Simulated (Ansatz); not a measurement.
# Fe (Fm-3m): electronic heat capacity from the density of states

These are results of Ansatz 0.2.0, DFT PBE, scalar-relativistic, plane waves, PAW, not measurements.

Cutoff 420 eV; k points 20×20×20 on the computed 1-atom cell (Γ-centred); Gaussian smearing, width 0.10 eV; collinear spin from starting moments 2.91 μB.

Relaxed cell: Fm-3m, a = 3.640 Å, b = 3.640 Å, c = 3.640 Å, α = 90.00°, β = 90.00°, γ = 90.00°, 1 atom in the primitive cell. This fcc form isn't the element's structure at ambient conditions.

The density of states at the Fermi level is 1.031 states/eV in the cell of 1 atom (1 formula unit; both spins, tetrahedra on a 30×30×30 mesh). The run ends with a moment of 2.60 μB a cell (largest on a site 2.65 μB), and the figure is for this state; a paramagnetic sample can have a quite different one. Another magnetic order, if the compound takes it, can change N(E_F) and the shape of the cell a good deal.

What Sommerfeld coefficient does this give?

Per formula unit N(E_F) = 1.031 states/eV. γ = (π²/3) k_B² N(E_F) N_A = 2.357 mJ/(mol K²) per state/eV, so γ = 2.4 mJ/(mol K²), a mole of formula units. This is the bare band result: a measured γ of the same phase and magnetic order is as a rule larger by a factor 1 + λ from phonons and spin fluctuations. N(E_F) at one energy is sensitive to the mesh where the density of states has sharp peaks.

Only this magnetic start was tried.

Cost: 1 run of about 0.49 core-minutes, on Arm Neoverse V1 (shared hosts).